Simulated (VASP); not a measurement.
Runs of VASP 6.6.1 on SnSe. It takes space group Fm-3m (No. 225, cubic). The conventional cell has a = 5.952 Å, b = 5.952 Å, c = 5.952 Å, α = 90.00°, β = 90.00°, γ = 90.00°. Sn (site symmetry m-3m) has 6 Se at 2.98 Å as nearest neighbours. Around Se (site symmetry m-3m) lie 6 Sn at 2.98 Å. Measurements of this composition are mostly on another form, of space group No. 62.

```tsv
level	k mesh	cutoff (eV)	smearing	gap on the mesh (eV)	pressure (GPa)
PBEsol	10 × 10 × 10	520	gaussian 0.5 eV	0.48	-0.1
PBEsol	10 × 10 × 10	700	gaussian 0.02 eV	0.48	0.0
PBEsol	10 × 10 × 10	900	gaussian 0.02 eV	0.48	0.0
r2SCAN	10 × 10 × 10	520	gaussian 0.02 eV	0.50	(a)
PBEsol	16 × 16 × 16	520	gaussian 0.02 eV	0.05	0.0
```

Alike in all rows: task single point; potentials or basis VASP PAW PBE potentials, release 64 (Sn_d, Se); no spin polarisation; cell as given.

Question: Estimate the missing entries.

Answer: (a) 1.9.

Caveats: the PAW data sets were made with another functional, which shifts forces and pressure a little; spin-orbit coupling is left out, which moves the levels of the heavy elements.

A k mesh can miss the band edges, and the runs leave out spin-orbit coupling on Se, Sn.
